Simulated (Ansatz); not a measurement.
Take InCuS₂ in the chalcopyrite structure (space group I-42d, No. 122; a = 5.577 Å, c = 11.234 Å) as the base. Axes: x, y, z lie along a, b, c of the conventional cell.

The values are results of PBE, PAW, 420 eV (Ansatz, an electronic-structure program; spin-orbit coupling left out), not measurements.

Base values:

The shortest interatomic distance is 2.328 Å and the band gap comes out as zero.

The change: uniaxial stress, 1 GPa tension along x, with the cell and atoms free to relax against it.

Problem. Estimate the effect on the shortest interatomic distance.

Solution. The shortest interatomic distance goes up by 0.004 Å to 2.332 Å.

Problem. What happens to the energy relative to the base?

Solution. The energy goes up by 1.5 meV/atom.

Problem. Estimate the effect on the band gap.

Solution. The band gap stays zero.

Load acts through the strain it causes; cell and atoms are relaxed under it. Stability under load was not tested beyond the relaxation. The final runs are not spin-polarised. Gaps under 0.05 eV, about the width of the smearing, are given as zero. A zero or small gap of InCuS2 can be the functional's error rather than a property of the material.
